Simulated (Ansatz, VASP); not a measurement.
BeSe: VASP beside Ansatz

INCAR

```
PREC = Accurate
ENCUT = 520
EDIFF = 1E-6
ISMEAR = 0
SIGMA = 0.1
LREAL = False
LASPH = True
NELM = 60
ALGO = Normal
ISIF = 2
LWAVE = False
LCHARG = False
GGA = PE
IVDW = 12
NBANDS = 11
```

File KPOINTS:

```
Automatic mesh
0
Gamma
  6 6 6
```

File POSCAR:

```
BeSe
1.0
    0.0000000000      2.5839686400      2.5839686400
    2.5839686400      0.0000000000      2.5839686400
    2.5839686400      2.5839686400      0.0000000000
Be Se
1 1
Direct
    0.0000000000      0.0000000000      0.0000000000
    0.2500000000      0.2500000000      0.2500000000
```

Input for Ansatz:

```yaml
crystal:
  lattice:
    - [0.0, 2.58396864, 2.58396864]
    - [2.58396864, 0.0, 2.58396864]
    - [2.58396864, 2.58396864, 0.0]
  atoms:
    - { symbol: Be, position: [0.0, 0.0, 0.0] }
    - { symbol: Se, position: [0.25, 0.25, 0.25] }
basis:
  ecutwfc: 420
kpoints:
  mp_grid: { grid: [6, 6, 6] }
hamiltonian:
  xc: pbe
  dispersion: d3bj
scf:
  occupations: { method: gaussian, width: 0.1 }
  lower_state_search: "off"
output:
  forces: true
  stress: true
  eigenvalues: true
```

Alike in both runs: task single point; functional PBE; dispersion D3(BJ); k mesh 6 × 6 × 6; occupations gaussian, width 0.1 eV; no spin polarisation.

```csv
,VASP,Ansatz
version,VASP 6.6.1,Ansatz 0.2.0
potentials or method,"VASP PAW PBE potentials, release 64 (Be, Se)","scalar-relativistic, plane waves, PAW"
plane-wave cutoff (eV),520,420
valence electrons in the cell,8,18
```

```tsv
	VASP	Ansatz	Ansatz less VASP
gap on the k mesh at the Fermi level (eV)	2.65	2.66	+0.011
least direct gap on the mesh (eV)	4.26	4.26	+0.001
pressure (GPa)	-2.4	-2.6	-0.19
```

The two sets of potentials don't hold the same shells in valence.

A k mesh can miss the band edges.
